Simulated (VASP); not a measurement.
CdTe, 2 atoms in the cell. Symmetry: F-43m, No. 216, cubic system. Conventional cell: a = 6.408 Å, b = 6.408 Å, c = 6.408 Å, α = 90.00°, β = 90.00°, γ = 90.00°. Cd (site symmetry -43m) has 4 Te at 2.77 Å as nearest neighbours. Around Te (site symmetry -43m) lie 4 Cd at 2.77 Å.  The cell isn't the ideal one: a relaxed cell with its volume scaled by 0.96.

```yaml
Program: VASP 6.6.1
Task: relaxation of the atoms
Functional: PBEsol
Potentials_or_basis: VASP PAW PBE potentials, release 64 (Cd, Te)
Cutoff: 600 eV
k_mesh: 8 × 8 × 8
Occupations: gaussian, width 0.03 eV
Spin: no spin polarisation
Further_INCAR_settings: ALGO = Normal; EDIFF = 1e-07; IBRION = 2; EDIFFG = -0.01; NSW = 40
```

Potentials or basis: VASP PAW PBE potentials, release 64 (Cd, Te).

The run is started by

```bash
$ cat potpaw_PBE.64/Cd/POTCAR potpaw_PBE.64/Te/POTCAR > POTCAR
$ mpirun -np 1 vasp_std > vasp.out
```

Hardware: 1 thread of Intel(R) Xeon(R) Platinum 8175M CPU @ 2.50GHz (Skylake/Cascade Lake) (shared host).

Q: Estimate the wall time of this run.

A: Wall time 33 s on 1 thread of Intel(R) Xeon(R) Platinum 8175M CPU @ 2.50GHz (Skylake/Cascade Lake), on a shared host, peak memory 0.22 GiB. Counts: scf iterations 13, k points 29, ion steps 1.
